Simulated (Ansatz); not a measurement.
AlCo3 in Ansatz: the effect of functional

AlCo3:

```
CELL_PARAMETERS angstrom
3.57495 0.00000 0.00000
0.00000 3.57495 0.00000
0.00000 0.00000 3.57495
ATOMIC_POSITIONS crystal
Co 0.00000 0.50000 0.50000
Co 0.50000 0.00000 0.50000
Co 0.50000 0.50000 0.00000
Al 0.00000 0.00000 0.00000
```

The cell comes from a database or a generator and needn't be the stable form of this composition.

Alike in all runs:

- Program: Ansatz 0.2.0
- Task: band structure
- Potentials or basis: Ansatz PAW
- k mesh: 4 × 4 × 4
- Occupations: fermi-dirac, width 0.05 eV
- Spin: collinear spin, ferromagnetic start
- Starting moments: [2.0, 2.0, 2.0, 0.0] μB

One run gave: pressure -14.3 GPa; moment 3.66 μB. Which functional did it use?
A. PBEsol
B. r2SCAN
C. LDA

C.

```tsv
functional	cutoff	pressure (GPa)	moment (μB)
LDA	420 eV (not typed: the program's choice for these potentials)	-14.3	3.66
PBEsol	420 eV (not typed: the program's choice for these potentials)	-7.6	3.76
r2SCAN	500 eV (not typed: the program's choice for these potentials)	1.4	4.58
```

Caveats: all runs use coarse meshes; the PAW data sets come from PBE, with cores solved anew for the run's functional, which leaves a small shift of forces and pressure; the magnetic or orbital state may not be the lowest (some runs).
